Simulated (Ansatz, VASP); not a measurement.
## Two plane-wave programs on TiN (Osbornite)

```
Ti N
1.0
     0.00000    2.12335    2.12335
     2.12335    0.00000    2.12335
     2.12335    2.12335    0.00000
Ti N
1 1
Cartesian
  0.0000 0.0000 0.0000
  2.1233 2.1233 2.1233
```

Alike in both runs: functional PBE; k mesh 12 × 12 × 12; occupations methfessel-paxton of order 1, width 0.05 eV; no spin polarisation.

Ansatz relaxed the structure, and its values are those at the end. VASP's run is a single point on that final structure, the one shown.

```csv
,VASP,Ansatz
version,VASP 6.6.1,Ansatz 0.2.0
potentials or method,"VASP PAW PBE potentials, release 64 (Ti_sv, N)","plane waves, PAW"
plane-wave cutoff (eV),520,550
valence electrons in the cell,17,17
```

VASP gave:

```
pressure (GPa) : 0.5
```

Task: Estimate Ansatz's values.

Result: Pressure (GPa): 0.0.
